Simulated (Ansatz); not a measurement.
# Ga (P2_1/m) in Ansatz: notebook

Runs on Ga. Level: LDA. Tasks: single point, equation of state.

Program: Ansatz 0.2.0. These are calculated values, not measurements. Logs are shortened: lines on timing, memory, paths and dates and some standing lists are left out, and cuts for length are marked.

## (1) The crystal as given

It takes space group P2_1/m (No. 11, monoclinic). Conventional cell: a = 2.778 Å, b = 3.282 Å, c = 4.210 Å, α = 90.00°, β = 108.61°, γ = 90.00°. Ga (site symmetry m) has 8 Ga at 2.71 to 2.84 Å as nearest neighbours.

This isn't the form of Ga at room conditions, which is orthorhombic.

## (2) Single point, LDA, 17.10 Å³/atom (volume scaled by 0.94)

input.yaml

```yaml
crystal:
  lattice:
    - [2.7217036785, 0.0, 0.0]
    - [0.0, 3.2146183849, 0.0]
    - [-1.3160064422, 0.0, 3.9088161735]
  atoms:
    - { symbol: Ga, position: [0.13459627, 0.75, 0.77016683] }
    - { symbol: Ga, position: [0.86540373, 0.25, 0.22983317] }
kpoints:
  mp_grid: { grid: [10, 8, 7] }
scf:
  occupations: { method: fermi_dirac, width: 0.05 }
hamiltonian:
  xc: lda
  pseudopotentials: { kind: all_electron, lapw: { basis_error: 0.001 } }
output:
  forces: true
  stress: true
  eigenvalues: true
```

Potentials or basis: all-electron LAPW, scalar-relativistic.

On the command line:

```bash
$ ansatz run input.yaml --threads 1 --pin off --max-ram 3072MiB --backend cpu --events-out ev --progress --plain --runs-dir out
```

Output:

```text
Warning: RAYON_NUM_THREADS=1 ignored (pool sized by the plan → 1); use --threads N
LAPW: plane waves up to 8.333 Å⁻¹, error target 1.0e-3 eV per atom; small_component_spin mean_spin; Ga in spheres of 1.327 Å, 21 of its electrons in bands, Dirac shells [] (how accurate: hamiltonian.pseudopotentials.lapw.basis_error, Limitations)
Engine: ansatz 0.2.0, aarch64-unknown-linux-gnu
Pseudopotentials: kind: all_electron
Pseudopotential: Ga, LAPW, valence charge 21, lapw/all_electron/scalar/gaussian/Ga, Koelling and Harmon's equation, gaussian nucleus
Functional definition: SPW92
  exchange = slater_x
  correlation = pw_c
Crystal: 2 atoms, lattice volume = 34.199 Å³
Basis set: ecut = 264.58942306339 eV, 345 PW (Γ), exchange–correlation at level 2
Bands: 26, of which v1, the nominal top of the filled ones, is band 21 counted from 1 (20 counted from 0)
Symmetry: 4 space group operations
Space group: P21/m (ITA 11), of the structure as read, at distance tolerance 3.2e-5 Å
k-points: 180 of 560
Non-local potential: Ga, projectors of the file, none
Initial density: superposition of atomic densities (chi_scale 0.1, normalization cell)
Initial wavefunctions: plane waves of lowest kinetic energy (no species holds an atomic orbital)
Functional: x = slater, c = lda
iter 1 solved again at ethr=8.13e-5 eV; its pass at ethr=1.00e-1 eV (dr2=3.42e-2 eV) is discarded
SCF iter   1: F=—  HF=-105647.901886 eV  |F-HF|=—  |Δ(HF+E_count)|=         —  Δρ=1.31e-2  dr2=3.43e-2  ethr=8.13e-5  ⟨swp⟩=3.0  Hψ=31778  notcnv=0
preconditioner: auto → Kerker (q_TF=auto, 2.823 Å⁻¹)  [metal: Δε(μ)=0.033 eV  Ē_g=18.076 eV  σ=0.050 eV  W_gap=0.16  n_scr=12 (ndim 8)  ℏωp=32.4 eV  f_vac=0.000  D(μ)=0.60/eV (n_scr^D=2)]
SCF iter   2: F=—  HF=-105647.822509 eV  |F-HF|=—  |Δ(HF+E_count)|=   7.94e-2  Δρ=7.75e-3  dr2=1.56e-2  ethr=8.13e-5  ⟨swp⟩=2.0  Hψ=14040  notcnv=0
SCF iter   3: F=—  HF=-105647.805053 eV  |F-HF|=—  |Δ(HF+E_count)|=   1.75e-2  Δρ=5.97e-3  dr2=9.47e-3  ethr=3.71e-5  ⟨swp⟩=2.0  Hψ=13163  notcnv=0
SCF iter   4: F=—  HF=-105647.802390 eV  |F-HF|=—  |Δ(HF+E_count)|=   2.66e-3  Δρ=2.99e-3  dr2=2.77e-3  ethr=2.25e-5  ⟨swp⟩=2.0  Hψ=13163  notcnv=0
iter 5 solved again at ethr=2.74e-7 eV; its pass at ethr=6.61e-6 eV (dr2=1.15e-4 eV) is discarded
SCF iter   5: F=—  HF=-105647.802001 eV  |F-HF|=—  |Δ(HF+E_count)|=   3.89e-4  Δρ=5.20e-4  dr2=1.15e-4  ethr=2.74e-7  ⟨swp⟩=2.0  Hψ=22726  notcnv=0
SCF iter   6: F=—  HF=-105647.801980 eV  |F-HF|=—  |Δ(HF+E_count)|=   2.13e-5  Δρ=8.60e-5  dr2=4.44e-6  ethr=2.73e-7  ⟨swp⟩=2.0  Hψ=13163  notcnv=0
SCF iter   7: F=—  HF=-105647.801979 eV  |F-HF|=—  |Δ(HF+E_count)|=   4.94e-7  Δρ=2.00e-5  dr2=2.24e-7  ethr=1.06e-8  ⟨swp⟩=2.0  Hψ=13165  notcnv=0
SCF iter   8: F=-105647.801979 eV  HF=-105647.801979 eV  |F-HF|=2.12e-9  |Δ(HF+E_count)|=   5.19e-8  Δρ=5.80e-6  dr2=9.87e-9  ethr=5.34e-10  ⟨swp⟩=2.0  Hψ=13163  notcnv=0
SCF 1 converged in 8 iterations: F = -105647.801979 eV  dr2 = 9.87e-9
SCF converged after 8 iterations
Free energy (F): -105647.801979 eV
Harris-Foulkes:  -105647.801979 eV  (|F-HF|=2.12e-9)
Internal energy: -105647.797590 eV  (E = F + TS)
E sigma→0 (E₀):  -105647.799785 eV
Entropy (-TS):   -0.004389 eV (-2.194 meV/atom)
Fermi energy:    12.970076 eV
--- Per-component energies (eV) ---
  E_band       = -1486.698940
  E_kinetic    = 107684.592783
  E_xc         = -3965.162851
  E_electrostatic = -209367.227523  (all electrons and nuclei)
  E_smearing   = -0.004389  (= −TS)
  E_closure    = 0.000000  (closes the sum)
  E_atoms      = -105640.645478  (free atoms, spherical and without spin; not in F)
  Σ components = -105647.801979   (vs F -105647.801979, Δ=0.00e0)
  Basis errors (estimates in eV, not in F): energy 3.1e-4 per atom: plane waves 2.8e-4 (1.5e-4 summed), levels above the bands 9.7e-68, relativity 1.8e-9, radial functions 2.9e-5, core shells 1.2e-10; eigenvalues (radial functions only) 2.4e-6; not estimated: angular momenta, meshes, grids; target (lapw.basis_error) 1.0e-3; muffin-tin radii Ga 1.327 Å
--- Forces (eV/Å), atoms counted from 1 ---
  atom   1  Ga    -0.01044469     0.00000000    -0.08936958
  atom   2  Ga     0.01044469     0.00000000     0.08936958
  max |Σ_I F_I| component: 0.00e0 eV/Å
--- Stress (GPa, compression-positive) ---
        1.616934       0.000000      -0.432727
        0.000000       0.306101       0.000000
       -0.432727       0.000000       1.192440
  P = ⅓ Tr σ = 1.0385 GPa (10.385 kbar)
--- Band table (eV; the first three rows and the last of 180) ---
  k-point 0: bands = ["-129.9888", "-129.9875", "-81.2248", "-81.2180", "-81.2049", "-81.2033", "-81.2026", "-81.1932", "-2.3643", "-2.3489", "-2.2932", "-2.2750", "-1.9763", "-1.9699", "-1.9101", "-1.8976", "-1.8960", "-1.7348", "1.0597", "10.7223", "11.6013", "14.7859", "18.7972", "22.5089", "23.7118", "24.0394"]
  k-point 1: bands = ["-129.9888", "-129.9875", "-81.2244", "-81.2183", "-81.2047", "-81.2033", "-81.2023", "-81.1938", "-2.3718", "-2.3221", "-2.3106", "-2.2254", "-2.0064", "-1.9829", "-1.9127", "-1.8846", "-1.8774", "-1.7687", "1.2602", "8.5351", "14.0456", "15.0225", "19.0797", "21.7057", "22.5702", "23.6806"]
  k-point 2: bands = ["-129.9886", "-129.9877", "-81.2235", "-81.2192", "-81.2047", "-81.2027", "-81.2015", "-81.1952", "-2.4077", "-2.2588", "-2.2458", "-2.1750", "-2.0439", "-2.0037", "-1.9624", "-1.8666", "-1.8582", "-1.8338", "1.8618", "6.3194", "15.7144", "16.8016", "20.1229", "20.4640", "20.8782", "22.1043"]
  k-point 179: bands = ["-129.9877", "-129.9877", "-81.2220", "-81.2220", "-81.2105", "-81.2105", "-81.1978", "-81.1978", "-2.3232", "-2.3232", "-2.2441", "-2.2441", "-1.9922", "-1.9922", "-1.9116", "-1.9116", "-1.7645", "-1.7645", "10.0203", "10.0203", "11.3004", "11.3004", "14.7048", "14.7048", "17.9133", "17.9133"]
```

Run time: 26 s. Hardware: 1 thread of Arm Neoverse V2, shared host; peak memory 0.5 GiB.

Results:

```yaml
Free_energy: -105647.8020 eV
Pressure: 1.0 GPa
Largest_force: 0.090 eV/Å
Band_gap_on_the_k_mesh: none (metal or under the smearing width)
```

## (3) Single point, LDA, 17.46 Å³/atom (volume scaled by 0.96)

input.yaml, as its differences from that of step 2:

```diff
@@ -2,5 +2,5 @@
   lattice:
-    - [2.7217036785, 0.0, 0.0]
-    - [0.0, 3.2146183849, 0.0]
-    - [-1.3160064422, 0.0, 3.9088161735]
+    - [2.7408712373, 0.0, 0.0]
+    - [0.0, 3.2372572885, 0.0]
+    - [-1.3252743986, 0.0, 3.9363439549]
   atoms:
```

Potentials or basis: all-electron LAPW, scalar-relativistic.

On the command line:

```bash
$ ansatz run input.yaml --threads 1 --pin off --max-ram 3072MiB --backend cpu --events-out ev --progress --plain --runs-dir out
```

It took 26 s on 1 thread of Arm Neoverse V2, shared host; peak memory 0.5 GiB.

The run converged. Its results:

```yaml
Free_energy: -105647.8034 eV
Pressure: -0.4 GPa
Largest_force: 0.082 eV/Å
Band_gap_on_the_k_mesh: none (metal or under the smearing width)
```

## (4) Single point, LDA, 17.83 Å³/atom (volume scaled by 0.98)

input.yaml, as its differences from that of step 3:

```diff
@@ -2,5 +2,5 @@
   lattice:
-    - [2.7408712373, 0.0, 0.0]
-    - [0.0, 3.2372572885, 0.0]
-    - [-1.3252743986, 0.0, 3.9363439549]
+    - [2.7597743949, 0.0, 0.0]
+    - [0.0, 3.2595839063, 0.0]
+    - [-1.3344145108, 0.0, 3.9634920125]
   atoms:
```

On the command line:

```bash
$ ansatz run input.yaml --threads 1 --pin off --max-ram 3072MiB --backend cpu --events-out ev --progress --plain --runs-dir out
```

It took 28 s on 1 thread of Arm Neoverse V2, shared host; peak memory 0.5 GiB.

The run converged. Its results:

```
Free energy            : -105647.7987 eV
Pressure               : -1.6 GPa
Largest force          : 0.074 eV/Å
Band gap on the k mesh : none (metal or under the smearing width)
```

## (5) Single point, LDA, 18.19 Å³/atom

input.yaml, as its differences from that of step 4:

```diff
@@ -2,5 +2,5 @@
   lattice:
-    - [2.7597743949, 0.0, 0.0]
-    - [0.0, 3.2595839063, 0.0]
-    - [-1.3344145108, 0.0, 3.9634920125]
+    - [2.7784220849, 0.0, 0.0]
+    - [0.0, 3.28160879, 0.0]
+    - [-1.3434310986, 0.0, 3.9902731763]
   atoms:
```

On the command line:

```bash
$ ansatz run input.yaml --threads 1 --pin off --max-ram 3072MiB --backend cpu --events-out ev --progress --plain --runs-dir out
```

Run time: 26 s. Hardware: 1 thread of Arm Neoverse V2, shared host; peak memory 0.49 GiB.

Results (log left out):

```yaml
Free_energy: -105647.7887 eV
Pressure: -2.7 GPa
Largest_force: 0.065 eV/Å
Band_gap_on_the_k_mesh: none (metal or under the smearing width)
```

## (6) Single point, LDA, 18.55 Å³/atom (volume scaled by 1.02)

input.yaml, as its differences from that of step 5:

```diff
@@ -2,5 +2,5 @@
   lattice:
-    - [2.7784220849, 0.0, 0.0]
-    - [0.0, 3.28160879, 0.0]
-    - [-1.3434310986, 0.0, 3.9902731763]
+    - [2.7968227674, 0.0, 0.0]
+    - [0.0, 3.3033419319, 0.0]
+    - [-1.3523282526, 0.0, 4.0166995966]
   atoms:
```

Potentials or basis: all-electron LAPW, scalar-relativistic.

On the command line:

```bash
$ ansatz run input.yaml --threads 1 --pin off --max-ram 3072MiB --backend cpu --events-out ev --progress --plain --runs-dir out
```

Wall time 26 s (1 thread of Arm Neoverse V2, shared host); peak memory 0.49 GiB.

Results (log left out):

```
Free energy            : -105647.7739 eV
Pressure               : -3.7 GPa
Largest force          : 0.057 eV/Å
Band gap on the k mesh : none (metal or under the smearing width)
```

## (7) Single point, LDA, 18.92 Å³/atom (volume scaled by 1.04)

input.yaml, as its differences from that of step 6:

```diff
@@ -2,5 +2,5 @@
   lattice:
-    - [2.7968227674, 0.0, 0.0]
-    - [0.0, 3.3033419319, 0.0]
-    - [-1.3523282526, 0.0, 4.0166995966]
+    - [2.8149844631, 0.0, 0.0]
+    - [0.0, 3.3247928052, 0.0]
+    - [-1.3611098509, 0.0, 4.0427827924]
   atoms:
```

On the command line:

```bash
$ ansatz run input.yaml --threads 1 --pin off --max-ram 3072MiB --backend cpu --events-out ev --progress --plain --runs-dir out
```

Wall time 26 s (1 thread of Arm Neoverse V2, shared host); peak memory 0.49 GiB.

It converged, with:

* Free energy: -105647.7549 eV
* Pressure: -4.6 GPa
* Largest force: 0.050 eV/Å
* Band gap on the k mesh: none (metal or under the smearing width)

## (8) Single point, LDA, 19.28 Å³/atom (volume scaled by 1.06)

input.yaml, as its differences from that of step 7:

```diff
@@ -2,5 +2,5 @@
   lattice:
-    - [2.8149844631, 0.0, 0.0]
-    - [0.0, 3.3247928052, 0.0]
-    - [-1.3611098509, 0.0, 4.0427827924]
+    - [2.8329147839, 0.0, 0.0]
+    - [0.0, 3.3459704005, 0.0]
+    - [-1.3697795742, 0.0, 4.0685336955]
   atoms:
```

On the command line:

```bash
$ ansatz run input.yaml --threads 1 --pin off --max-ram 3072MiB --backend cpu --events-out ev --progress --plain --runs-dir out
```

Run time: 26 s. Hardware: 1 thread of Arm Neoverse V2, shared host; peak memory 0.49 GiB.

Results (log left out):

```yaml
Free_energy: -105647.7320 eV
Pressure: -5.4 GPa
Largest_force: 0.043 eV/Å
Band_gap_on_the_k_mesh: none (metal or under the smearing width)
```

## (9) Equation of state, LDA

Potentials or basis: all-electron LAPW, scalar-relativistic.

This step only gathers the single runs of the series.

What came out:

```yaml
Equilibrium_volume: 17.36 Å³/atom
Bulk_modulus_at_fixed_shape_and_positions: 65 GPa
Pressure_derivative_of_the_bulk_modulus: 4.4
```

Energy against volume, from the lowest point:
| volume (Å³/atom) | energy (meV/atom) |
| --- | --- |
| 17.100 | 0.69 |
| 17.463 | 0.00 |
| 17.827 | 2.35 |
| 18.191 | 7.35 |
| 18.555 | 14.72 |
| 18.919 | 24.24 |
| 19.283 | 35.67 |

Caveat: the cell was scaled at fixed shape and fractional positions, which overstates the stiffness of a crystal with free parameters, most of all of layers and chains.
